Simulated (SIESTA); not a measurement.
Crystal: Pb.

```
Pb
1.0
     0.00000    2.47502    2.47502
     2.47502    0.00000    2.47502
     2.47502    2.47502    0.00000
Pb
1
Direct
  0.00000 0.00000 0.00000
```

Program: SIESTA 5.4.2. Alike in all runs: cell as given; smearing fermi-dirac 0.05 eV; grid cutoff 500 Ry.

Order these runs on this cell by their pressure, lowest first.
A. level PBE; potentials or basis PseudoDojo 0.4 standard (PBE files), DZP (energy shift 0.003 Ry; two zetas on semicore shells); spin off; k mesh 9 × 9 × 9; energy shift 0.003 Ry
B. level vdW-DF-cx; potentials or basis PseudoDojo 0.4 standard (PBE files), DZP (energy shift 0.002 Ry); spin off; k mesh 9 × 9 × 9; energy shift 0.002 Ry
C. level BLYP; potentials or basis PseudoDojo 0.4 standard (PBE files), DZP (energy shift 0.002 Ry); spin off; k mesh 9 × 9 × 9; energy shift 0.002 Ry
D. level LDA; potentials or basis PseudoDojo 0.4 standard (PBE files, fully relativistic), DZP (energy shift 0.002 Ry); spin non-collinear, zero start, SOC; k mesh 7 × 7 × 7; energy shift 0.002 Ry

D (-1.4 GPa), B (0.3 GPa), A (2.8 GPa), C (6.4 GPa).

Caveats: the basis of atomic orbitals isn't converged, which shifts pressures, moduli and gaps; semicore shells carry a single zeta, which can move pressures by several GPa and volumes by a few percent (some runs); the potentials were made for another functional, which shifts forces and pressure (some runs).

Not every run made on this cell is shown here.
